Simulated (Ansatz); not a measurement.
# How far is PAW off for KCl?

```xyz
2
Lattice="0.0316 3.1719 3.1719 3.1719 0.0316 3.1719 3.1719 3.1719 0.0316" Properties=species:S:1:pos:R:3 pbc="T T T"
K     0.0000    0.0000    0.0000
Cl    3.1877    3.1877    3.1877
```

Atom numbers follow the list: K1, Cl2.

The conventional cell has a = 4.441 Å, b = 4.441 Å, c = 11.042 Å, α = 90.00°, β = 90.00°, γ = 120.00°. K (atom 1) is surrounded by 6 Cl at 3.16 Å. Cl (atom 2) is surrounded by 6 K at 3.16 Å.

Structure: COD 9003114, as refined from experiment and not relaxed. The listed cell was then made from it by scaling, straining or moving an atom.

Levels of theory: DFT, LDA, PAW with Ansatz's default frozen-core files, scalar-relativistic (Ansatz 0.2.0); DFT, LDA, all-electron PAW with datasets made for the crystal, scalar-relativistic (Ansatz 0.2.0); DFT, LDA, all-electron LAPW, scalar-relativistic (Ansatz 0.2.0).

For PAW: a Γ-centred 7×7×7 k mesh, Fermi–Dirac smearing of 0.03 eV, cutoff 420 eV, no spin polarisation; the PAW files were made with PBE, and the program remakes their frozen cores for this functional. The crystal-made all-electron datasets (AE datasets) take a cutoff of 220 eV at this cell. LAPW targets a basis error of 1 meV/atom. The Ansatz runs share mesh, smearing and spin set-up. Plane-wave (PAW) pressures include the program's estimate of the Pulay term.

Stress and pressure are positive in compression.

The change that made this cell: equal xy, yz and zx engineering shear strains of +1 %.

```
                             quantity    PAW  AE datasets   LAPW
                       pressure (GPa)  -2.08        -2.08  -2.08
                      stress yz (GPa)  -0.08        -0.08  -0.08
                      stress xz (GPa)  -0.08        -0.08  -0.08
                      stress xy (GPa)  -0.08        -0.08  -0.08
                        band gap (eV)  4.703        4.703  4.703
 field gradient Vzz at K1 (10²¹ V/m²)  -0.11        -0.11      –
field gradient Vzz at Cl2 (10²¹ V/m²)   0.15         0.15      –
```
